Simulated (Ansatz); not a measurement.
# Mg$_{3}$Zn$_{2}$O$_{5}$ (I4/mmm) at 2 levels of theory

One geometry, relaxed with PBE; plane waves with PAW potentials in Ansatz, scalar-relativistic. No spin polarisation. Gaps are the least over mesh and band path; pressure is positive in compression.

```yaml
crystal:
  lattice:
    - [-1.51536, 1.51536, 10.72062]
    - [1.51536, -1.51536, 10.72062]
    - [1.51536, 1.51536, -10.72062]
  atoms:
    - { symbol: Mg, position: [0.90044, 0.90044, 0.00000] }
    - { symbol: Mg, position: [0.50000, 0.50000, 0.00000] }
    - { symbol: Mg, position: [0.09956, 0.09956, 0.00000] }
    - { symbol: Zn, position: [0.69969, 0.69969, 0.00000] }
    - { symbol: Zn, position: [0.30031, 0.30031, 0.00000] }
    - { symbol: O, position: [0.80115, 0.80115, 0.00000] }
    - { symbol: O, position: [0.40157, 0.40157, 0.00000] }
    - { symbol: O, position: [0.00000, 0.00000, 0.00000] }
    - { symbol: O, position: [0.59843, 0.59843, 0.00000] }
    - { symbol: O, position: [0.19885, 0.19885, 0.00000] }
```

```csv
level,cutoff (eV),k mesh,gap (eV),pressure (GPa)
PBE,420,12×12×12,2.05,0.0
```

Question: What comes out on the same cell with r2SCAN?

Answer:
| level | cutoff (eV) | k mesh | gap (eV) | pressure (GPa) |
| --- | --- | --- | --- | --- |
| r2SCAN | 500 | 12×12×12 | 2.69 | -6.3 |

It was reached by relaxing an invented guess, and it needn't be the stable form of this composition.
